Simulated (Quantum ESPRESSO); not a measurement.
# Ta in Quantum ESPRESSO: the effect of functional

Crystal: Ta.

```
Ta
1.0
    -1.65128    1.65128    1.65128
     1.65128   -1.65128    1.65128
     1.65128    1.65128   -1.65128
Ta
1
Direct
  0.00000 0.00000 0.00000
```

Alike in all runs:

| Item | Value |
| --- | --- |
| Program | Quantum ESPRESSO 7.5 |
| Task | phonons |
| Cutoff | 789 eV |
| Density cutoff | 3157 eV |
| k mesh | 11 × 11 × 11 |
| Occupations | cold, width 0.2 eV |
| Spin | no spin polarisation |

Each run relaxes the cell or the atoms first.

Question: One run gave: relaxed volume 17.08 Å³/atom; highest phonon frequency 124 cm⁻¹. Which functional did it use?
A. LDA
B. RPBE
C. PW91
D. vdW-DF-cx
E. AM05

Answer: A.

```tsv
functional	potentials or basis	relaxed volume (Å³/atom)	highest phonon frequency (cm⁻¹)
LDA	PseudoDojo 0.4.1 SR LDA standard	17.08	124
PBE	PseudoDojo 0.4.1 SR PBE standard	18.23	109
PBEsol	PseudoDojo 0.4.1 SR PBEsol standard	17.63	119
RPBE	PseudoDojo 0.4.1 SR PBE standard	18.55	101
PW91	PseudoDojo 0.4.1 SR PBE standard	18.20	111
AM05	PseudoDojo 0.4.1 SR PBE standard	17.63	121
vdW-DF-cx	PseudoDojo 0.4.1 SR PBE standard	17.70	121
```

Caveats: the q point doesn't lie on the k mesh, which can shift a metal's frequencies strongly unless the mesh is converged; the potentials were made for another functional, which shifts forces and pressure (some runs).

Not every run made on this cell is shown here.
